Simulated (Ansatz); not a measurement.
Runs of Ansatz 0.2.0 on MnO2. Symmetry: P-3m1, No. 164, trigonal system. Conventional cell: a = 2.857 Å, b = 2.857 Å, c = 4.601 Å, α = 90.00°, β = 90.00°, γ = 120.00°. Mn (site symmetry -3m) is surrounded by 6 O at 1.90 Å. O (site symmetry 3m) is surrounded by 3 Mn at 1.90 Å. Measurements of this composition are mostly on another form, of space group No. 136.

```tsv
task	level	cell	k mesh	cutoff (eV)	smearing	points for each segment of the path	mesh quality	gap on the mesh (eV)	pressure (GPa)	moment (μB)	relaxed volume (Å³/atom)	largest force (eV/Å)
relaxation of cell and atoms	LDA	relaxed	11 × 11 × 6	420	fermi-dirac 0.05 eV	-	not flagged	0.25	0.0	3.00	10.01	-
band structure	PBE0	as given	8 × 8 × 4	420	fermi-dirac 0.05 eV	4	not flagged	4.26	-	3.00	-	0.45
band structure	PBE0	as given	6 × 6 × 4	420	fermi-dirac 0.05 eV	4	coarse	4.29	-	3.00	-	0.45
band structure	PBEsol0	as given	6 × 6 × 3	420	fermi-dirac 0.05 eV	4	coarse	4.21	-	3.00	-	0.72
relaxation of cell and atoms	PBEsol	relaxed	11 × 11 × 6	420	fermi-dirac 0.05 eV	-	not flagged	(b)	0.0	3.00	11.75	-
band structure	HSEsol	as given	6 × 6 × 3	420	fermi-dirac 0.05 eV	4	coarse	3.46	-	3.00	-	0.71
phonons	LDA	as given	8 × 8 × 5	420	gaussian 0.01 eV	-	not flagged	0.45	-	3.00	-	-
band structure	r2SCAN50	as given	6 × 6 × 3	500	fermi-dirac 0.05 eV	4	coarse	6.33	-	3.00	-	1.11
relaxation of cell and atoms	PBEsol+D4	relaxed	11 × 11 × 6	420	fermi-dirac 0.05 eV	-	not flagged	0.65	0.0	3.00	10.43	-
band structure	HSE06	as given	6 × 6 × 3	420	fermi-dirac 0.05 eV	4	coarse	(c)	-	3.00	-	0.44
band structure	B3LYP	as given	6 × 6 × 3	420	fermi-dirac 0.05 eV	4	coarse	(a)	-	3.00	-	0.17
```

Alike in all rows: potentials or basis Ansatz PAW; spin collinear, ferromagnetic start.

Task: Fill in the values left out.

Result: (a) 3.76; (b) 0.77; (c) 3.52.

Caveats: some runs use coarse meshes; a cell with one magnetic atom can't hold antiferromagnetic order, which such compounds often take; the PAW data sets come from PBE, with cores solved anew for the run's functional, which leaves a small shift of forces and pressure; the magnetic or orbital state may not be the lowest (some runs); odd divisions of the mesh miss points on the zone boundary, where band edges often lie, so the gap on the mesh can be too wide (some runs); the plane-wave basis is chosen anew once the cell has moved, so the energies of steps on either side of that aren't comparable (some runs); the gap is small at this level, which inflates the dielectric constant (some runs); forces of over 1 eV/Å show positions far from the minimum, so gaps and moduli don't describe the material at rest (some runs).

A k mesh can miss the band edges.

Not every run made on this cell is shown here.
